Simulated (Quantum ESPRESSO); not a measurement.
PbS: electronic dielectric constant by level of theory

**What was measured.** The electronic dielectric constant of PbS (Galena) (Fm-3m) is reported as 17.2 at 300 K (a printed reference work). The runs below try to reproduce it.

It takes space group Fm-3m (No. 225, cubic). The conventional cell has a = 5.931 Å, b = 5.931 Å, c = 5.931 Å, α = 90.00°, β = 90.00°, γ = 90.00°. Pb (site symmetry m-3m) has 6 S at 2.97 Å as nearest neighbours. S (site symmetry m-3m) is surrounded by 6 Pb at 2.97 Å.

```csv
rung,level,program and potentials,cutoff (eV),k mesh,task,electronic dielectric constant,miss,notes
LDA,LDA,"Quantum ESPRESSO, PseudoDojo 0.4.1 SR LDA standard",762,"6 × 6 × 6, shifted",phonon dispersion,18.62,+8.3 %,cell relaxed first (24.97 Å³/atom)
LDA,LDA,"Quantum ESPRESSO, PseudoDojo 0.4.1 SR LDA standard",762,"8 × 8 × 8, shifted",dielectric tensor,18.09,+5.2 %,-
GGA,AM05,"Quantum ESPRESSO, PseudoDojo 0.4.1 SR PBE standard",762,"8 × 8 × 8, shifted",dielectric tensor,17.14,-0.3 %,potentials made for PBE
GGA,BLYP,"Quantum ESPRESSO, PseudoDojo 0.4.1 SR PBE standard",762,"8 × 8 × 8, shifted",dielectric tensor,15.72,-8.6 %,potentials made for PBE
GGA,PBE,"Quantum ESPRESSO, PseudoDojo 0.4.1 SR PBE standard",762,"6 × 6 × 6, shifted",phonon dispersion,14.91,-13.3 %,"cell relaxed first (27.12 Å³/atom); far from this level's other runs, on another mesh"
GGA,PBE,"Quantum ESPRESSO, PseudoDojo 0.4.1 SR PBE standard",762,"8 × 8 × 8, shifted",dielectric tensor,16.33,-5.1 %,-
GGA,PBEsol,"Quantum ESPRESSO, PseudoDojo 0.4.1 SR PBEsol standard",762,"8 × 8 × 8, shifted",dielectric tensor,17.50,+1.7 %,-
GGA,RPBE,"Quantum ESPRESSO, PseudoDojo 0.4.1 SR PBE standard",762,"6 × 6 × 6, shifted",phonons,13.62,-20.8 %,potentials made for PBE; cell relaxed first (28.07 Å³/atom)
GGA,WC,"Quantum ESPRESSO, PseudoDojo 0.4.1 SR PBE standard",762,"6 × 6 × 6, shifted",phonons,17.27,+0.4 %,potentials made for PBE; cell relaxed first (25.79 Å³/atom)
GGA,WC,"Quantum ESPRESSO, PseudoDojo 0.4.1 SR PBE standard",762,"8 × 8 × 8, shifted",dielectric tensor,17.75,+3.2 %,potentials made for PBE
GGA,revPBE,"Quantum ESPRESSO, PseudoDojo 0.4.1 SR PBE standard",762,"6 × 6 × 6, shifted",phonons,13.96,-18.8 %,potentials made for PBE; cell relaxed first (27.80 Å³/atom)
non-local van der Waals functional,vdW-DF-cx,"Quantum ESPRESSO, PseudoDojo 0.4.1 SR PBE standard",762,"6 × 6 × 6, shifted",phonons,16.48,-4.2 %,potentials made for PBE; cell relaxed first (26.01 Å³/atom)
```

All rows: no spin polarisation. The cell comes from a database and isn't always the measured one. Meshes differ between rows, which moves values too. All levels ran on this one cell, unrelaxed unless noted. Meshes are those of the run's cell of 2 atoms unless a note names another. Misses use the values as printed. Runs on faulty files, with rough fits or with known faults for this quantity aren't shown. No row holds spin-orbit coupling.

By rung: LDA in relaxed cells 18.62; LDA 18.09; GGA 15.72 to 17.75; GGA in relaxed cells 13.62 to 17.27; non-local van der Waals functional in relaxed cells 16.48. Measured: 17.2 at 300 K (a printed reference work). Closest is AM05 (-0.3 %), and PBE misses by -13.3 % to -5.1 % on plain settings. The runs are for a static lattice, while measurements hold temperature and zero-point motion.
